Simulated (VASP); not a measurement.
# K (Im-3m) in VASP: notebook

The runs below take K through single point, with r2SCAN.

Program: VASP 6.6.1. These are calculated values, not measurements. Logs are shortened: lines on timing, memory, paths and dates and some standing lists are left out, and cuts for length are marked.

## Step 1: The structure

The structure is cubic, space group Im-3m (No. 229). Conventional cell: a = 5.395 Å, b = 5.395 Å, c = 5.395 Å, α = 90.00°, β = 90.00°, γ = 90.00°.

## Step 2: Single point, r2SCAN

INCAR

```
SYSTEM = K
ADDGRID = .False.
ALGO = Normal
EDIFF = 1E-6
ENCUT = 450
ISIF = 2
ISMEAR = -1
LASPH = .True.
LCHARG = .False.
LMIXTAU = .True.
LREAL = .False.
LWAVE = .False.
METAGGA = R2SCAN
NBANDS = 10
NELM = 100
PREC = Accurate
SIGMA = 0.02
```

KPOINTS

```
k-points
0
Gamma
  4 4 4
  0 0 0
```

POSCAR

```
K
1.0
   -2.6975585167      2.6975585167      2.6975585167
    2.6975585167     -2.6975585167      2.6975585167
    2.6975585167      2.6975585167     -2.6975585167
K
1
Direct
    0.0000000000      0.0000000000      0.0000000000
```

Potentials or basis: VASP PAW PBE potentials, release 64 (K_pv).

Run with:

```console
> cat potpaw_PBE.64/K_pv/POTCAR > POTCAR
> mpirun -np 1 vasp_std > vasp.out
```

OUTCAR:

```text
SYSTEM = K
   EDIFF = 1E-6
   ENCUT = 450
   ISIF = 2
   ISMEAR = -1
   LASPH = .True.
   LREAL = .False.
   METAGGA = R2SCAN
   NELM = 100
   PREC = Accurate

 Found      8 irreducible k-points:

 Following reciprocal coordinates:
            Coordinates               Weight
  0.000000  0.000000  0.000000      1.000000
  0.250000  0.000000  0.000000     12.000000
  0.500000  0.000000  0.000000      6.000000
  0.250000  0.250000  0.000000     24.000000
  0.250000  0.250000  0.250000      2.000000
 -0.250000  0.250000  0.250000      6.000000
   k-points           NKPTS =      8   k-points in BZ     NKDIM =      8   number of bands    NBANDS=     10
   number of dos      NEDOS =    301   number of ions     NIONS =      1
   total plane-waves  NPLWV =  32768
   dimension x,y,z NGX =    32 NGY =   32 NGZ =   32
   dimension x,y,z NGXF=    64 NGYF=   64 NGZF=   64
   ions per type =               1
   NGX,Y,Z   is equivalent  to a cutoff of  11.39, 11.39, 11.39 a.u.
   NGXF,Y,Z  is equivalent  to a cutoff of  22.77, 22.77, 22.77 a.u.
 SYSTEM =  K
   PREC   = accura    normal or accurate (medium, high low for compatibility)
   ISTART =      0    job   : 0-new  1-cont  2-samecut
   ICHARG =      2    charge: 1-file 2-atom 10-const
   ISPIN  =      1    spin polarized calculation?
   LNONCOLLINEAR =      F non collinear calculations
   LSORBIT =      F    spin-orbit coupling
   LASPH  =      T    aspherical Exc in radial PAW
   ENCUT  =  450.0 eV  33.07 Ry    5.75 a.u.   8.08  8.08  8.08*2*pi/ulx,y,z
   NELM   =    100;   NELMIN=  2; NELMDL= -5     # of ELM steps
   EDIFF  = 0.1E-05   stopping-criterion for ELM
   LREAL  =      F    real-space projection
   EDIFFG = 0.1E-04   stopping-criterion for IOM
   NSW    =      0    number of steps for IOM
   IBRION =     -1    ionic relax: 0-MD 1-quasi-New 2-CG
   NFREE  =      0    steps in history (QN), initial steepest desc. (CG)
   ISIF   =      2    stress and relaxation
   ISYM   =      2    0-nonsym 1-usesym 2-fastsym
   POTIM  = 0.5000    time-step for ionic-motion
   TEBEG  =    0.0;   TEEND  =   0.0 temperature during run
   PSTRESS=    0.0 pullay stress
   NELECT =       7.0000    total number of electrons
   NUPDOWN=      -1.0000    fix difference up-down
   EMIN   =  10.00;   EMAX   =-10.00  energy-range for DOS
   EFERMI =   0.00;   METHOD = LEGACY
   ISMEAR =    -1;   SIGMA  =   0.02  broadening in eV -4-tet -1-fermi 0-gaus
   EFERMI_NEDOS =   21; number of points for ismear=-14 and -15
   IALGO  =     38    algorithm
   IMIX   =      4    mixing-type and parameters
     AMIX     =   0.40;   BMIX     =  1.00
     AMIX_MAG =   1.60;   BMIX_MAG =  1.00
  volume/ion in A,a.u.               =      78.52       529.87
  Fermi-wavevector in a.u.,A,eV,Ry     =   0.731335  1.382024  7.277097  0.534852
  Thomas-Fermi vector in A             =   1.823527
   LORBIT       =      0    0 simple, 1 ext, 2 COOP (PROOUT), +10 PAW based schemes
   METAGGA = R2SCAN    functional components
   LHFCALC =     F    Hartree Fock is set to
   AEXX    =    0.0000 exact exchange contribution
   IVDW    =     0    specifies the selected vdW correction
   LEPSILON=     F    determine dielectric tensor
   LRPA    =     F    only Hartree local field effects (RPA)
 non-spin polarized calculation
  energy-cutoff  :      450.00
  volume of cell :       78.52
 maximum number of plane-waves:      1724
   NGX = 17   NGY = 17   NGZ = 17

 number of electron       7.0000001 magnetization

 Free energy of the ion-electron system (eV)
  ---------------------------------------------------
  ext. energy  EPLUGINS =         0.00000000
  ---------------------------------------------------
  free energy    TOTEN  =        -5.90664818 eV

  energy without entropy =       -5.89630311  energy(sigma->0) =       -5.90147565

 E-fermi :  -1.2490     XC(G=0):  -5.7880

 val. band max:       -1.2523354708   @ k =   0.2500   0.2500   0.0000
 cond. band min:      -0.6402267408   @ k =   0.5000   0.0000   0.0000
 fundamental gap:      0.6121087300
 Fermi energy:        -1.2489943891

 k-point     1 :       0.0000    0.0000    0.0000
  band No.  band energies     occupation
      1     -17.4917      2.00000
      2     -17.4917      2.00000
      3     -17.4916      2.00000
      4      -3.4281      2.00000
      5       3.5639      0.00000
      6       3.5640      0.00000
      7       3.5640      0.00000
      8       4.5423      0.00000
      9       4.5423      0.00000
     10       7.0491      0.00000

 k-point     2 :       0.2500    0.0000    0.0000
  band No.  band energies     occupation
      1     -17.5199      2.00000
      2     -17.5010      2.00000
      3     -17.4916      2.00000
      4      -2.6585      2.00000
      5       1.9579      0.00000
      6       2.7875      0.00000
      7       4.1760      0.00000
      8       4.3416      0.00000
      9       4.4175      0.00000
     10       6.6925      0.00000

 k-point     3 :       0.5000    0.0000    0.0000
  band No.  band energies     occupation
      1     -17.5477      2.00000
      2     -17.5103      2.00000
      3     -17.4916      2.00000
      4      -0.6402      0.00000
      5      -0.6003      0.00000
      6       2.2838      0.00000
      7       4.1790      0.00000
      8       4.9798      0.00000
      9       5.1726      0.00000
     10       5.6232      0.00000

 k-point     4 :       0.2500    0.2500    0.0000
  band No.  band energies     occupation
      1     -17.5373      2.00000
      2     -17.5150      2.00000
      3     -17.4974      2.00000
      4      -1.2523      1.08333
      5       0.7687      0.00000
      6       1.3847      0.00000
      7       3.9637      0.00000
      8       4.3437      0.00000
      9       5.1449      0.00000
     10       6.1325      0.00000

 k-point     5 :       0.2500    0.2500    0.2500
  band No.  band energies     occupation
      1     -17.5189      2.00000
      2     -17.5189      2.00000
      3     -17.5189      2.00000
      4       0.3084      0.00000
      5       0.3085      0.00000
      6       0.3085      0.00000
      7       2.2411      0.00000
      8       5.2770      0.00000
      9       5.2770      0.00000
     10       6.5529      0.00000

 k-point     6 :      -0.2500    0.2500    0.2500
  band No.  band energies     occupation
      1     -17.5207      2.00000
      2     -17.5111      2.00000
      3     -17.5110      2.00000
      4      -1.9356      2.00000
      5       1.8852      0.00000
      6       2.5916      0.00000
      7       2.5917      0.00000
      8       4.3480      0.00000
      9       4.4966      0.00000
     10       5.9498      0.00000

 [... further k-points ...]

------------------------ aborting loop because EDIFF is reached ----------------------------------------

  FORCE on cell =-STRESS in cart. coord.  units (eV):
  Direction    XX          YY          ZZ          XY          YZ          ZX
  --------------------------------------------------------------------------------------
  -------------------------------------------------------------------------------------
  Total       -0.0084524     -0.0084524     -0.0084524      0.0000000      0.0000000     -0.0000000
  in kB       -0.1724725     -0.1724725     -0.1724725      0.0000000      0.0000000     -0.0000000
  external PRESSURE =      -0.1724725 kB  Pullay stress =       0.0000000 kB

 VOLUME and BASIS-vectors are now :
 -----------------------------------------------------------------------------
  energy-cutoff  :      450.00
  volume of cell :       78.52
      direct lattice vectors                 reciprocal lattice vectors
    -2.697558517  2.697558517  2.697558517     0.000000000  0.185352791  0.185352791
     2.697558517 -2.697558517  2.697558517     0.185352791  0.000000000  0.185352791
     2.697558517  2.697558517 -2.697558517     0.185352791  0.185352791  0.000000000

 POSITION                                       TOTAL-FORCE (eV/Angst)
 -----------------------------------------------------------------------------------
      0.00000      0.00000      0.00000        -0.000000      0.000000     -0.000000
 -----------------------------------------------------------------------------------
    total drift:                                0.000000      0.000000     -0.000000

  FREE ENERGIE OF THE ION-ELECTRON SYSTEM (eV)
  ---------------------------------------------------
  free  energy   TOTEN  =        -5.9066481782 eV

  energy  without entropy=       -5.8963031143  energy(sigma->0) =       -5.90147565
```

It took 21 s on 1 thread of Intel Xeon Platinum 8559C (Emerald Rapids), shared host; peak memory 0.18 GiB.

These settings aren't checked as converged: the numbers below hold their error.

Results:

| Item | Value |
| --- | --- |
| Free energy | -5.9066 eV |
| Pressure | 0.0 GPa |
| Band gap on the k mesh | none (metal or under the smearing width) |

Caveat: the k mesh is coarse (spacing up to 0.41 Å⁻¹), so the values aren't converged; the PAW data sets were made with another functional, which shifts forces and pressure a little.

## Step 3: Single point, r2SCAN

INCAR is that of step 2.

KPOINTS is that of step 2.

POSCAR

```
K
1.0
   -2.6491090000      2.6630490000      2.6437420000
    2.6773590000     -2.6874940000      2.6964360000
    2.7342160000      2.7726000000     -2.6681870000
K
1
Direct
   -0.0060180000      0.0074470000      0.0002300000
```

Potentials or basis: VASP PAW PBE potentials, release 64 (K_pv).

Run with:

```console
> cat potpaw_PBE.64/K_pv/POTCAR > POTCAR
> mpirun -np 1 vasp_std > vasp.out
```

Wall time 76 s (1 thread of Intel Xeon Platinum 8559C (Emerald Rapids), shared host); peak memory 0.19 GiB.

The run converged, but some of its settings lie outside the range that counts as converged, so its numbers aren't taken as properties of the crystal.

Results:

```
Free energy            : -5.9120 eV
Pressure               : 0.0 GPa
Band gap on the k mesh : none (metal or under the smearing width)
```

Caveat: the k mesh is coarse (spacing up to 0.41 Å⁻¹), so the values aren't converged; the PAW data sets were made with another functional, which shifts forces and pressure a little.

## Step 4: Single point, r2SCAN

INCAR: that of step 3 with these lines changed.

```diff
@@ -15,3 +15,3 @@
 NELM = 100
-PREC = Accurate
-SIGMA = 0.02
+PREC = Low
+SIGMA = 0.15
```

KPOINTS is that of step 3.

POSCAR

```
K
1.0
   -2.6975585167      2.6975585167      2.6975585167
    2.6975585167     -2.6975585167      2.6975585167
    2.6975585167      2.6975585167     -2.6975585167
K
1
Direct
    0.0000000000      0.0000000000      0.0000000000
```

Run with:

```console
> cat potpaw_PBE.64/K_pv/POTCAR > POTCAR
> mpirun -np 1 vasp_std > vasp.out
```

Wall time 14 s (1 thread of Intel Xeon Platinum 8559C (Emerald Rapids), shared host); peak memory 0.11 GiB.

The run converged, but some of its settings lie outside the range that counts as converged, so its numbers aren't taken as properties of the crystal.

Results:

```
Free energy            : -5.9787 eV
Pressure               : 0.0 GPa
Band gap on the k mesh : none (metal or under the smearing width)
```

Caveat: the k mesh is coarse (spacing up to 0.41 Å⁻¹), so the values aren't converged; the PAW data sets were made with another functional, which shifts forces and pressure a little.

[end of part 1 of 2]
